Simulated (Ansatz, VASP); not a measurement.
Hf: VASP beside Ansatz

File INCAR:

```
SYSTEM = Hf
ALGO = Normal
EDIFF = 1E-6
ENCUT = 520
GGA = RE
ISIF = 2
ISMEAR = -1
LASPH = .TRUE.
LCHARG = .FALSE.
LREAL = .FALSE.
LWAVE = .FALSE.
NBANDS = 17
NELM = 80
PREC = Accurate
SIGMA = 0.1
```

KPOINTS

```
k-points
0
G
  9 9 9
  0 0 0
```

File POSCAR:

```
Hf
1.0
    0.0000000000      3.3131201373      3.3131201373
    3.3131201373      0.0000000000      3.3131201373
    3.3131201373      3.3131201373      0.0000000000
Hf
2
Direct
    0.1250000000      0.1250000000      0.1250000000
    0.8750000000      0.8750000000      0.8750000000
```

Input for Ansatz:

```yaml
crystal:
  lattice:
    - [0.0, 3.3131201373, 3.3131201373]
    - [3.3131201373, 0.0, 3.3131201373]
    - [3.3131201373, 3.3131201373, 0.0]
  atoms:
    - { symbol: Hf, position: [0.125, 0.125, 0.125] }
    - { symbol: Hf, position: [0.875, 0.875, 0.875] }
hamiltonian:
  xc: revpbe
  pseudopotentials:
    kind: paw
    azcp:
      Hf: "pseudopotentials/Hf.paw.azcp"
basis:
  ecutwfc: 420
  fft_grid_basis: typed
kpoints:
  mp_grid: { grid: [9, 9, 9], shift: [0, 0, 0] }
magnetization:
  spin_polarized: false
scf:
  occupations: { method: fermi_dirac, width: 0.1 }
  lower_state_search: "off"
output:
  stress: true
```

Alike in both runs: task single point; functional revPBE; k mesh 9 × 9 × 9; occupations fermi-dirac, width 0.1 eV; no spin polarisation.

```csv
,VASP,Ansatz
version,VASP 6.6.1,Ansatz 0.2.0
potentials or method,"VASP PAW PBE potentials, release 64 (Hf_pv)","plane waves (420 eV) with PAW, scalar-relativistic"
plane-wave cutoff (eV),520,420
valence electrons in the cell,20,52
```

```csv
,VASP,Ansatz,Ansatz less VASP
pressure (GPa),-0.2,0.0,+0.22
```

The two sets of potentials don't hold the same shells in valence.

Caveats: the PAW data sets were made with another functional, which shifts forces and pressure a little (VASP). Spin-orbit coupling is left out, which matters for the levels of Hf.
